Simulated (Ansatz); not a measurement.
**SiNi$_{3}$ under strain**

Level of theory: DFT PBE, scalar-relativistic, plane waves, PAW in Ansatz 0.2.0. Run with 420 eV cutoff, 14×14×14 k-mesh, Gaussian smearing of 0.10 eV, no spin polarisation.

The relaxed crystal:

```yaml
crystal:
  lattice:
    - [3.50626, 0.00000, 0.00000]
    - [0.00000, 3.50626, 0.00000]
    - [0.00000, 0.00000, 3.50626]
  atoms:
    - { symbol: Si, position: [0.00000, 0.00000, 0.00000] }
    - { symbol: Ni, position: [0.00000, 0.50000, 0.50000] }
    - { symbol: Ni, position: [0.50000, 0.00000, 0.50000] }
    - { symbol: Ni, position: [0.50000, 0.50000, 0.00000] }
```

Deformation: c alone is stretched, the rest of the cell is held and the atoms relax, all within the symmetry that the strain leaves. Energies are extrapolated to zero smearing. Stress is positive in compression, on the Cartesian axes of the cell above.

Strains computed: -4.5, -3.0, -1.5, +1.5, +3.0, +4.5 %.

Task: At which strain does the energy stand 10.0 meV/atom over the relaxed crystal with σxx = 5.48, σyy = 5.48, σzz = 10.28 GPa?

Result: -3.0 %.